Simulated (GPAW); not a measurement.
**Mg in GPAW: convergence with smearing width (eV)**

Input of the first run (smearing width (eV) 0.5); the others differ in this setting and in those tied to it:

run.py

```python
from ase.dft.bandgap import bandgap
from ase.io import read, write
from ase.units import GPa
from gpaw import GPAW, PW

atoms = read('POSCAR')

calc = GPAW(mode=PW(800),
            xc='PBE',
            kpts={'size': (6, 6, 3), 'gamma': True},
            occupations={'name': 'marzari-vanderbilt', 'width': 0.5},
            nbands=19,
            convergence={'density': 1e-05, 'energy': 1e-05},
            maxiter=100,
            txt='gpaw.txt')
atoms.calc = calc
energy = atoms.get_potential_energy()
forces = atoms.get_forces()
stress = atoms.get_stress()
calc.write('gs.gpw')
write('result.traj', atoms)
print(f'Energy: {energy:.6f} eV')
print('Forces (eV/A):')
print(forces.round(4))
print('Stress (GPa):', (stress / GPa).round(3))
print('Fermi level:', round(calc.get_fermi_level(), 4), 'eV')
print(f'Gap: {bandgap(calc)[0]:.4f} eV, direct: {bandgap(calc, direct=True)[0]:.4f} eV')
```

The input POSCAR:

```
Mg
1.0
    3.2093000000      0.0000000000      0.0000000000
   -1.6046500000      2.7793353284      0.0000000000
    0.0000000000      0.0000000000      5.2103000000
Mg
2
Direct
    0.6666666667      0.3333333333      0.7500000000
    0.3333333333      0.6666666667      0.2500000000
```

Potentials or basis: GPAW PAW data sets (gpaw-data 1.2.1), pw.

The run is started by

```sh
$ OMP_NUM_THREADS=1 python run.py
```

Hardware: 1 thread of Arm Neoverse V1, with other jobs on the host.

| smearing width (eV) | energy less the tightest run, at zero smearing (meV/atom) | pressure (GPa) | SCF cycles | CPU time (s) | peak memory (GiB) |
| --- | --- | --- | --- | --- | --- |
| 0.5 | -8.61 | -0.35 | 9 | 13 | 0.16 |
| 0.3 | -4.10 | -0.42 | 9 | 13 | 0.16 |
| 0.2 | -1.73 | -0.46 | 9 | 13 | 0.16 |
| 0.15 | -0.84 | -0.46 | 9 | 13 | 0.16 |
| 0.1 | -0.16 | -0.45 | 9 | 13 | 0.16 |
| 0.05 | 0.10 | -0.43 | 9 | 13 | 0.16 |
| 0.025 | 0.03 | -0.42 | 9 | 13 | 0.16 |
| 0.01 | 0.00 | -0.40 | 9 | 13 | 0.16 |

Against the tightest run, the energy stays within 1 meV/atom from 0.15 on; the pressure stays within 0.1 GPa from 0.5 on. Narrower smearing needs a denser k mesh, so at a fixed mesh the narrowest width isn't the most accurate. The tightest run that finished is the yardstick and may itself not be fully converged.

Caveat, for the tightest run too: the k mesh is coarse (spacing up to 0.40 Å⁻¹), so the values aren't converged; this smearing can pin the Fermi level at a band edge.
